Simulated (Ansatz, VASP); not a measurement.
One calculation of InGa3As4, two programs

File INCAR:

```
PREC = Accurate ; ENCUT = 520
EDIFF = 1E-6 ; ISMEAR = 0
SIGMA = 0.1 ; LREAL = False
LASPH = True ; NELM = 100
ALGO = Normal ; ISIF = 2
LWAVE = False ; LCHARG = False
GGA = PE ; NBANDS = 46
```

KPOINTS

```
regular mesh
0
Gamma
  4 4 2
```

POSCAR

```
InGa3As4
1.0
    3.9674507800      0.0000000000      0.0000000000
    0.0000000000      3.9674507800      0.0000000000
    0.0000000000      0.0000000000     11.2216454000
In Ga As
1 3 4
Direct
    0.0000000000      0.0000000000      0.0000000000
    0.5000000000      0.5000000000      0.2500000000
    0.0000000000      0.0000000000      0.5000000000
    0.5000000000      0.5000000000      0.7500000000
    0.5000000000      0.0000000000      0.3750000000
    0.0000000000      0.5000000000      0.6250000000
    0.5000000000      0.0000000000      0.8750000000
    0.0000000000      0.5000000000      0.1250000000
```

Input for Ansatz:

```yaml
crystal:
  lattice:
    - [3.96745078, 0.0, 0.0]
    - [0.0, 3.96745078, 0.0]
    - [0.0, 0.0, 11.2216454]
  atoms:
    - { symbol: In, position: [0.0, 0.0, 0.0] }
    - { symbol: Ga, position: [0.5, 0.5, 0.25] }
    - { symbol: Ga, position: [0.0, 0.0, 0.5] }
    - { symbol: Ga, position: [0.5, 0.5, 0.75] }
    - { symbol: As, position: [0.5, 0.0, 0.375] }
    - { symbol: As, position: [0.0, 0.5, 0.625] }
    - { symbol: As, position: [0.5, 0.0, 0.875] }
    - { symbol: As, position: [0.0, 0.5, 0.125] }
basis:
  ecutwfc: 420
kpoints:
  mp_grid: { grid: [4, 4, 2] }
hamiltonian:
  xc: pbe
scf:
  occupations: { method: gaussian, width: 0.1 }
  lower_state_search: "off"
output:
  forces: true
  stress: true
  eigenvalues: true
```

Alike in both runs: task single point; functional PBE; k mesh 4 × 4 × 2; occupations gaussian, width 0.1 eV; no spin polarisation.

|  | VASP | Ansatz |
| --- | --- | --- |
| version | VASP 6.6.1 | Ansatz 0.2.0 |
| potentials or method | VASP PAW PBE potentials, release 64 (In_d, Ga_d, As) | scalar-relativistic, plane waves, PAW |
| plane-wave cutoff (eV) | 520 | 420 |
| valence electrons in the cell | 72 | 112 |

Ansatz gave:

| Quantity | Value |
| --- | --- |
| gap on the k mesh at the Fermi level (eV) | 0.71 |
| least direct gap on the mesh (eV) | 0.71 |
| pressure (GPa) | 11.0 |
| largest component of the traceless stress (GPa) | 0.79 |
| rms of the force components (eV/Å) | 0.593 |

What did VASP give for the same quantities?

gap on the k mesh at the Fermi level (eV): 0.71; least direct gap on the mesh (eV): 0.71; pressure (GPa): 11.2; largest component of the traceless stress (GPa): 0.79; rms of the force components (eV/Å): 0.592.

Atom by atom the forces differ by 0.001 eV/Å (rms over components). With one functional, cell and mesh, what is left measures potentials, basis and numerics. The two sets of potentials don't hold the same shells in valence.

Caveats: spin-orbit coupling is left out, which moves the levels of the heavy elements; forces of over 1 eV/Å show positions far from the minimum, so gaps and moduli don't describe the material at rest. A k mesh can miss the band edges.
